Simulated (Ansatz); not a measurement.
Crystal: PtS2.

```
Pt S
1.0
     3.11651   -1.91048    0.00000
     3.11651    1.91048    0.00000
    -0.00307    0.00000    4.39494
Pt S
1 2
Cartesian
  0.0000 0.0000 0.0000
  4.2868 0.0000 1.2697
  1.9431 0.0000 3.1252
```

The cell was built by a generator and isn't the measured one.

Base run:

* Program: Ansatz 0.2.0
* Functional: PBE
* Potentials or basis: Ansatz PAW
* Cutoff: 420 eV (not typed: the program's choice for these potentials)
* k mesh: 6 × 6 × 4
* Occupations: gaussian, width 0.05 eV
* Spin: collinear spin, program default start
* Hubbard terms: Pt d U = 2 eV

Its results: band gap on the k mesh none (metal or under the smearing width); pressure -3.8 GPa; net moment 0.00 μB per cell; largest force 1.352 eV/Å.

Question: The run is repeated on the same cell with these changes: functional from PBE to LDA; hubbard terms from Pt d U = 2 eV to Pt d U = 5 eV. What comes out?

Answer: Band gap on the k mesh none (metal or under the smearing width); pressure -11.4 GPa; net moment 0.00 μB per cell; largest force 1.122 eV/Å.

Several settings changed at once, so the effect can't be laid on one alone.

Caveats: the magnetic or orbital state may not be the lowest; forces of over 1 eV/Å show positions far from the minimum, so gaps and moduli don't describe the material at rest; the PAW data sets come from PBE, with cores solved anew for the run's functional, which leaves a small shift of forces and pressure (some runs).
